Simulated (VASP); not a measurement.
# Cr (Pm-3m) in VASP: further runs, part 2 of 2

VASP 6.6.1. The steps go on from the part before.

### Step 4. Relaxation of cell and atoms, revPBE, collinear spin, typed start

This run uses another cell than the first one, of 12.95 Å³/atom, 0.916 times its volume.

The input, INCAR:

```
SYSTEM = Cr
PREC = Accurate ; ENCUT = 600
EDIFF = 1E-6 ; ISMEAR = -1
SIGMA = 0.05 ; LREAL = .False.
LASPH = .True. ; NELM = 150
ALGO = Normal ; ISIF = 3
LWAVE = .False. ; LCHARG = .False.
ISPIN = 2 ; MAGMOM = 1.5 -1.5
LORBIT = 11 ; LMAXMIX = 4
GGA = RE ; IBRION = 2
NSW = 80 ; EDIFFG = -0.01
```

The input, KPOINTS:

```
regular mesh
0
Gamma
  12 12 12
  0 0 0
```

The input, POSCAR:

```
Cr
1.0
    0.0000000000      2.3484326893      2.3484326893
    2.3484326893      0.0000000000      2.3484326893
    2.3484326893      2.3484326893      0.0000000000
Cr
2
Direct
    0.0000000000      0.0000000000      0.0000000000
    0.5000000000      0.5000000000      0.5000000000
```

Potentials or basis: VASP PAW PBE potentials, release 64 (Cr_pv).

Launch:

```
$ cat potpaw_PBE.64/Cr_pv/POTCAR > POTCAR
$ mpirun -np 1 vasp_std > vasp.out
```

OUTCAR:

```text
SYSTEM = Cr
   PREC = Accurate
   ENCUT = 600
   EDIFF = 1E-6
   ISMEAR = -1
   LREAL = .False.
   LASPH = .True.
   NELM = 150
   ISIF = 3
   ISPIN = 2
   LORBIT = 11
   GGA = RE
   IBRION = 2
   NSW = 80
   EDIFFG = -0.01

 ion  position               nearest neighbor table
   1  0.000  0.000  0.000-   2 2.35   2 2.35   2 2.35   2 2.35   2 2.35   2 2.35
   2  0.500  0.500  0.500-   1 2.35   1 2.35   1 2.35   1 2.35   1 2.35   1 2.35

  LATTYP: Found a face centered cubic cell.
 ALAT       =     4.6968653786

  Lattice vectors:

 A1 = (   0.0000000000,   2.3484326893,   2.3484326893)
 A2 = (   2.3484326893,   0.0000000000,   2.3484326893)
 A3 = (   2.3484326893,   2.3484326893,   0.0000000000)

Analysis of symmetry for initial positions (statically):
=====================================================================
 Subroutine PRICEL returns following result:

  LATTYP: Found a simple cubic cell.
 ALAT       =     2.3484326893
[... 12 lines left out ...]
 Subroutine GETGRP returns: Found 48 space group operations
 (whereof 48 operations were pure point group operations)
 out of a pool of 48 trial point group operations.

The static configuration has the point symmetry O_h .

Analysis of symmetry for dynamics (positions and initial velocities):
=====================================================================
 Subroutine PRICEL returns following result:

  LATTYP: Found a simple cubic cell.
 ALAT       =     2.3484326893
[... 12 lines left out ...]
 Subroutine GETGRP returns: Found 48 space group operations
 (whereof 48 operations were pure point group operations)
 out of a pool of 48 trial point group operations.

The dynamic configuration has the point symmetry O_h .

Analysis of structural, dynamic, and magnetic symmetry:
=====================================================================
 Subroutine PRICEL returns following result:

  LATTYP: Found a simple cubic cell.
 ALAT       =     2.3484326893
[... 12 lines left out ...]
 Subroutine GETGRP returns: Found 48 space group operations
[... 135 lines left out ...]
  volume of cell :       25.90
 maximum number of plane-waves:       886
   NGX = 13   NGY = 13   NGZ = 13

--------------------------------------- Ionic step        1  -------------------------------------------

 number of electron      23.9999988 magnetization       0.0000000

 number of electron      23.9999988 magnetization      -0.0000000

 Free energy of the ion-electron system (eV)
  ---------------------------------------------------
  ext. energy  EPLUGINS =         0.00000000
  ---------------------------------------------------
  free energy    TOTEN  =       -16.19654171 eV

  energy without entropy =      -16.16886928  energy(sigma->0) =      -16.18270550

------------------------ aborting loop because EDIFF is reached ----------------------------------------

  FORCE on cell =-STRESS in cart. coord.  units (eV):
  Direction    XX          YY          ZZ          XY          YZ          ZX
  --------------------------------------------------------------------------------------
  -------------------------------------------------------------------------------------
  Total        0.6056027      0.6056027      0.6056027     -0.0000000      0.0000000     -0.0000000
  in kB       37.4570923     37.4570923     37.4570923     -0.0000000      0.0000000     -0.0000000
  external PRESSURE =      37.4570923 kB  Pullay stress =       0.0000000 kB
[... 101 lines left out ...]
 number of electron      24.0000000 magnetization       0.0000000

 number of electron      24.0000000 magnetization      -0.0000000

 Free energy of the ion-electron system (eV)
  ---------------------------------------------------
  ext. energy  EPLUGINS =         0.00000000
  ---------------------------------------------------
  free energy    TOTEN  =       -16.24923158 eV

  energy without entropy =      -16.23029276  energy(sigma->0) =      -16.23976217

 E-fermi :   8.2026     XC(G=0): -12.1238

 val. band max:        8.2001058424   @ k =  -0.2500   0.5000   0.2500
 cond. band min:       8.2220715563   @ k =   0.5000   0.3333   0.1667
 fundamental gap:      0.0219657139
 Fermi energy:         8.2026127633

 spin component 1

 k-point     1 :       0.0000    0.0000    0.0000
  band No.  band energies     occupation
      1     -35.3629      1.00000
      2     -35.3629      1.00000
      3     -35.3629      1.00000
      4     -32.9882      1.00000
      5     -32.9882      1.00000
      6     -32.9882      1.00000
[... 435 lines left out ...]
      5     -33.0270      1.00000
      6     -33.0095      1.00000
[... 8 lines left out ...]
     15       9.8461      0.00000
     16      10.3165      0.00000

 [... further k-points ...]

 spin component 2

 k-point     1 :       0.0000    0.0000    0.0000
  band No.  band energies     occupation
      1     -35.3629      1.00000
      2     -35.3629      1.00000
      3     -35.3629      1.00000
      4     -32.9882      1.00000
      5     -32.9882      1.00000
      6     -32.9882      1.00000
[... 476 lines left out ...]
  FREE ENERGIE OF THE ION-ELECTRON SYSTEM (eV)
  ---------------------------------------------------
  free  energy   TOTEN  =       -16.2492315772 eV

  energy  without entropy=      -16.2302927574  energy(sigma->0) =      -16.23976217

 reached required accuracy - stopping structural energy minimisation

 total charge

# of ion       s       p       d       tot
------------------------------------------
    1        0.417   6.218   4.262  10.897
    2        0.417   6.218   4.262  10.897
--------------------------------------------------
tot          0.835  12.436   8.523  21.794

 magnetization (x)

# of ion       s       p       d       tot
------------------------------------------
    1        0.038  -0.020   2.271   2.289
    2       -0.038   0.020  -2.271  -2.289
--------------------------------------------------
tot          0.000   0.000  -0.000  -0.000
```

OSZICAR:

```text
N       E                     dE             d eps       ncg     rms          rms(c)
DAV:   1     0.254658358436E+03    0.25466E+03   -0.15592E+04  4608   0.200E+03
DAV:   2    -0.896446863180E+01   -0.26362E+03   -0.26141E+03  4792   0.523E+02
DAV:   3    -0.178810309988E+02   -0.89166E+01   -0.88367E+01  5976   0.110E+02
DAV:   4    -0.180149878712E+02   -0.13396E+00   -0.13379E+00  5536   0.137E+01
[... 121 lines left out ...]
DAV:   7    -0.162491889740E+02   -0.20091E-03   -0.32053E-03  5888   0.294E-01    0.801E-02
DAV:   8    -0.162492279434E+02   -0.38969E-04   -0.80817E-04  6032   0.264E-01    0.251E-02
DAV:   9    -0.162492292367E+02   -0.12933E-05   -0.17800E-05  4800   0.472E-02    0.133E-02
DAV:  10    -0.162492309213E+02   -0.16846E-05   -0.12088E-05  6152   0.240E-02    0.368E-03
DAV:  11    -0.162492315772E+02   -0.65587E-06   -0.11041E-06  3272   0.107E-02
   4 F= -.16249232E+02 E0= -.16239762E+02  d E =-.526899E-01  mag=    -0.0000
```

Run time: 11 min. Hardware: 1 thread of Intel Xeon Platinum 8488C (Sapphire Rapids), shared host; peak memory 0.22 GiB.

What came out:

| Item | Value |
| --- | --- |
| Free energy | -16.2492 eV |
| Relaxed volume | 14.46 Å³/atom |
| Relaxed cell | a = 3.446 Å, b = 3.446 Å, c = 3.446 Å, α = 60.00°, β = 60.00°, γ = 60.00° |
| Space group after relaxing (to 0.05 Å) | Pm-3m (No. 221) |
| Energy gained by relaxing | 26.3 meV/atom |
| Ionic steps | 4 |
| Pressure after relaxing | -0.1 GPa |
| Band gap on the k mesh | none (metal or under the smearing width) |
| Net moment | 0.00 μB per cell |
| Site moments | Cr +2.29, -2.29 μB |
| Valence electrons inside the program's atomic spheres | Cr 10.90 |

Step by step:
| step | energy change (eV) | largest force (eV/Å) | pressure (GPa) | volume (Å³) |
| --- | --- | --- | --- | --- |
| 1 | 0.0000 | 0.0000 | 3.75 | 25.90 |
| 2 | -0.0399 | 0.0000 | 2.99 | 27.06 |
| 3 | -0.0395 | 0.0000 | -2.42 | 30.72 |
| 4 | -0.0527 | 0.0000 | -0.10 | 28.92 |

Final structure:
```xyz
2
Lattice="0.0000 2.4364 2.4364 2.4364 0.0000 2.4364 2.4364 2.4364 0.0000" Properties=species:S:1:pos:R:3 pbc="T T T"
Cr    0.0000    0.0000    0.0000
Cr    2.4364    2.4364    2.4364
```

Caveat: the PAW data sets were made with another functional, which shifts forces and pressure a little.

### Step 5. Single point, revPBE, collinear spin, typed start

This run uses another cell than the first one, of 15.27 Å³/atom, 1.080 times its volume.

The input, INCAR:

```
SYSTEM = Cr
ALGO = Normal ; EDIFF = 1E-6
ENCUT = 520 ; GGA = RE
ISIF = 2 ; ISMEAR = -1
ISPIN = 2 ; LASPH = .True.
LCHARG = .False. ; LMAXMIX = 4
LORBIT = 11 ; LREAL = .False.
LWAVE = .False. ; MAGMOM = 1.93 -1.93
NBANDS = 23 ; NELM = 150
PREC = Accurate ; SIGMA = 0.05
```

The input, KPOINTS:

```
k-points
0
Gamma
  13 13 13
  0 0 0
```

The input, POSCAR:

```
Cr
1.0
    0.0000000000      2.4810550683      2.4810550683
    2.4810550683      0.0000000000      2.4810550683
    2.4810550683      2.4810550683      0.0000000000
Cr
2
Direct
    0.0000000000      0.0000000000      0.0000000000
    0.5000000000      0.5000000000      0.5000000000
```

Launch:

```
$ cat potpaw_PBE.64/Cr_pv/POTCAR > POTCAR
$ mpirun -np 1 vasp_std > vasp.out
```

Wall time 1.9 min (1 thread of Intel Xeon Platinum 8488C (Sapphire Rapids), shared host); peak memory 0.22 GiB.

The run converged. Its results:

```
Free energy                                           : -16.2392 eV
Pressure                                              : -2.3 GPa
Band gap on the k mesh                                : none (metal or under the smearing width)
Net moment                                            : 0.00 μB per cell
Site moments                                          : Cr +2.61, -2.61 μB
Valence electrons inside the program's atomic spheres : Cr 10.83
```

Levels at points of the mesh, in eV from the Fermi level:
Spin up:
```csv
k point,band 9,band 10,band 11,band 12,band 13,band 14,band 15,band 16
"(0.00, 0.00, 0.00)",-2.31,-2.13,-2.13,-2.13,2.84,2.84,2.84,3.85
```
Spin down:
```tsv
k point	band 8	band 9	band 10	band 11	band 12	band 13	band 14	band 15	band 16	band 17
(0.00, 0.00, 0.00)	-2.31	-2.31	-2.13	-2.13	-2.13	2.84	2.84	2.84	3.85	3.85
```

Caveat: the PAW data sets were made with another functional, which shifts forces and pressure a little.

### Step 6. Summary

```csv
task,cell,k mesh,cutoff (eV),gap on the mesh (eV),pressure (GPa),moment (μB)
single point,"Pm-3m, 14.14 Å³/atom",18 × 18 × 18,520,none,0.5,0.00
single point,"Pm-3m, 14.14 Å³/atom",12 × 12 × 12,520,none,0.5,0.00
relaxation of cell and atoms,relaxed,12 × 12 × 12,600,none,-0.1,0.00
single point,"Pm-3m, 15.27 Å³/atom",13 × 13 × 13,520,none,-2.3,0.00
```

Alike in all rows: level revPBE; potentials or basis VASP PAW PBE potentials, release 64 (Cr_pv); spin collinear, typed start; smearing fermi-dirac 0.05 eV.

Every run on the cell as given and a fine mesh finds a metal.

Caveats: the PAW data sets were made with another functional, which shifts forces and pressure a little.

Total energies depend on the potentials used, so only differences within one code and one set of settings carry meaning.
